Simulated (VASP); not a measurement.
A VASP 6.6.1 single-point calculation on BeS

INCAR

```
ENCUT = 520
EDIFF = 1E-7
LCHARG = .FALSE.
NELM = 59
PREC = Accurate
LWAVE = .FALSE.
LASPH = .TRUE.
NELMIN = 4
NBANDS = 11
IBRION = -1
ISIF = 2
NSW = 0
ISMEAR = -1
LREAL = .FALSE.
GGA = PE
SIGMA = 0.02
```

KPOINTS

```
KPOINTS created by Atomic Simulation Environment
0
Gamma
10 10 10
0 0 0
```

POSCAR

```
Be S
 1.0000000000000000
     0.0000000000000000    2.4343062285926913    2.4343062285926913
     2.4343062285926913    0.0000000000000000    2.4343062285926913
     2.4343062285926913    2.4343062285926913    0.0000000000000000
 Be  S
   1   1
Cartesian
  0.0000000000000000  0.0000000000000000 -0.0000000000000000
  1.2171531142963457  1.2171531142963457  1.2171531142963457
```

The recommended PBE PAW datasets give the neutral cell 8 valence electrons.

Command

```
mpirun -np 1 vasp_std
```

OSZICAR

```
N       E                     dE             d eps       ncg     rms          rms(c)
DAV:   1     0.202881905057E+02    0.20288E+02   -0.38386E+03  1034   0.622E+02
DAV:   2    -0.898390871471E+01   -0.29272E+02   -0.27770E+02  1404   0.115E+02
DAV:   3    -0.101746975742E+02   -0.11908E+01   -0.11877E+01  1398   0.228E+01
DAV:   4    -0.101821670256E+02   -0.74695E-02   -0.74684E-02  1237   0.202E+00
DAV:   5    -0.101822320136E+02   -0.64988E-04   -0.64987E-04  1355   0.197E-01    0.558E+00
DAV:   6    -0.100507810627E+02    0.13145E+00   -0.11826E-01  1181   0.163E+00    0.380E+00
DAV:   7    -0.100119055871E+02    0.38875E-01   -0.11406E-01  1293   0.177E+00    0.101E+00
DAV:   8    -0.100131419871E+02   -0.12364E-02   -0.65335E-03  1340   0.412E-01    0.141E-01
DAV:   9    -0.100132330238E+02   -0.91037E-04   -0.49840E-04  1293   0.140E-01    0.275E-02
DAV:  10    -0.100132777653E+02   -0.44742E-04   -0.74970E-05  1240   0.491E-02    0.106E-02
DAV:  11    -0.100132829150E+02   -0.51497E-05   -0.16336E-05  1291   0.211E-02    0.856E-03
DAV:  12    -0.100132831847E+02   -0.26966E-06   -0.41020E-07  1276   0.449E-03    0.250E-03
DAV:  13    -0.100132833335E+02   -0.14882E-06   -0.11606E-07  1193   0.183E-03    0.311E-03
DAV:  14    -0.100132832778E+02    0.55690E-07   -0.10651E-08   580   0.512E-04
   1 F= -.10013283E+02 E0= -.10013283E+02  d E =-.897407E-12
```

Standard output (part)

```
POSCAR found type information on POSCAR BeS
 POSCAR found :  2 types and       2 ions
 LDA part: xc-table for (Slater+PW92), standard interpolation
 POSCAR, INCAR and KPOINTS ok, starting setup
 WAVECAR not read
 entering main loop
```

From OUTCAR

```
k-points           NKPTS =     47   k-points in BZ     NKDIM =     47   number of bands    NBANDS=     11

   NELECT =       8.0000    total number of electrons

   dimension x,y,z NGX =    28 NGY =   28 NGZ =   28
   dimension x,y,z NGXF=    56 NGYF=   56 NGZF=   56

  energy-cutoff  :      520.00
  volume of cell :       28.85
      direct lattice vectors                 reciprocal lattice vectors
     0.000000000  2.434306229  2.434306229    -0.205397330  0.205397330  0.205397330
     2.434306229  0.000000000  2.434306229     0.205397330 -0.205397330  0.205397330
     2.434306229  2.434306229  0.000000000     0.205397330  0.205397330 -0.205397330

 k-points in reciprocal lattice and weights: KPOINTS created by Atomic Simulation Env
   0.00000000  0.00000000  0.00000000       0.001
   0.10000000  0.00000000  0.00000000       0.008
   0.20000000  0.00000000  0.00000000       0.008
   0.30000000  0.00000000  0.00000000       0.008
   0.40000000  0.00000000  0.00000000       0.008
   0.50000000  0.00000000  0.00000000       0.004
   0.10000000  0.10000000  0.00000000       0.006
   0.20000000  0.10000000  0.00000000       0.024
   ...

 E-fermi :   4.4937

 k-point     1 :       0.0000    0.0000    0.0000
  band No.  band energies     occupation
      1      -9.5594      2.00000
      2       4.0566      2.00000
      3       4.0566      2.00000
      4       4.0566      2.00000
      5       9.7309      0.00000
      6       9.7309      0.00000
      7       9.7309      0.00000
      8       9.8455      0.00000
      9      16.8478      0.00000
     10      16.8478      0.00000
     11      18.8398      0.00000

 k-point     2 :       0.1000    0.0000    0.0000
  band No.  band energies     occupation
      1      -9.4469      2.00000
      2       3.2423      2.00000
      3       3.9262      2.00000
      4       3.9262      2.00000
      5       9.6476      0.00000
      6       9.9672      0.00000
      7       9.9672      0.00000
      8      10.7540      0.00000
      9      16.3415      0.00000
     10      16.3415      0.00000
     11      18.7719      0.00000

 k-point     3 :       0.2000    0.0000    0.0000
  band No.  band energies     occupation
      1      -9.1262      2.00000
      2       1.6236      2.00000
      3       3.6292      2.00000
      4       3.6292      2.00000
      5       9.6032      0.00000
      6      10.4448      0.00000
      7      10.4448      0.00000
      8      12.4153      0.00000
      9      15.8487      0.00000
     10      15.8487      0.00000
     11      18.4322      0.00000

 k-point     4 :       0.3000    0.0000    0.0000
  band No.  band energies     occupation
      1      -8.6591      2.00000
      2       0.0144      2.00000
      3       3.3243      2.00000
      4       3.3243      2.00000
      5       9.5533      0.00000
      6      10.7053      0.00000
      7      10.7053      0.00000
      8      13.9747      0.00000
      9      16.2822      0.00000
     10      16.2822      0.00000
     11      18.1957      0.00000

 k-point     5 :       0.4000    0.0000    0.0000
  band No.  band energies     occupation
      1      -8.1919      2.00000
      2      -1.1920      2.00000
      3       3.1125      2.00000
      4       3.1125      2.00000
      5       9.5108      0.00000
      6      10.6735      0.00000
      7      10.6735      0.00000
      8      14.9406      0.00000
      9      17.6704      0.00000
     10      17.6704      0.00000
     11      18.5580      0.00000

 ...

  Total        0.0793002      0.0793002      0.0793002      0.0000000      0.0000000     -0.0000000
  in kB        4.4038189      4.4038189      4.4038189      0.0000000      0.0000000     -0.0000000
  external PRESSURE =       4.4038189 kB  Pullay stress =       0.0000000 kB

 POSITION                                       TOTAL-FORCE (eV/Angst)
 -----------------------------------------------------------------------------------
      0.00000      0.00000      0.00000        -0.000000      0.000000      0.000000
      1.21715      1.21715      1.21715         0.000000     -0.000000     -0.000000
 -----------------------------------------------------------------------------------
    total drift:                               -0.000000     -0.000000      0.000000

  FREE ENERGIE OF THE ION-ELECTRON SYSTEM (eV)
  ---------------------------------------------------
  free  energy   TOTEN  =       -10.0132832778 eV

  energy  without entropy=      -10.0132832778  energy(sigma->0) =      -10.01328328
```

It converged. Results: gap between bands v and c on the k mesh 3.14 eV; least direct gap on the k mesh 5.67 eV; pressure 0.4 GPa. Band v is the last that the valence electrons fill when counted band by band, and c is the next.

For comparison, a separate PBE run of the intended cell, on usual settings and not on those above, gives a gap of 3.14 eV on its mesh and a pressure of 0.4 GPa.

The run above took about 7.3 s on one core of a shared host (Intel Xeon 6975P-C) and held 0.15 GiB at most.
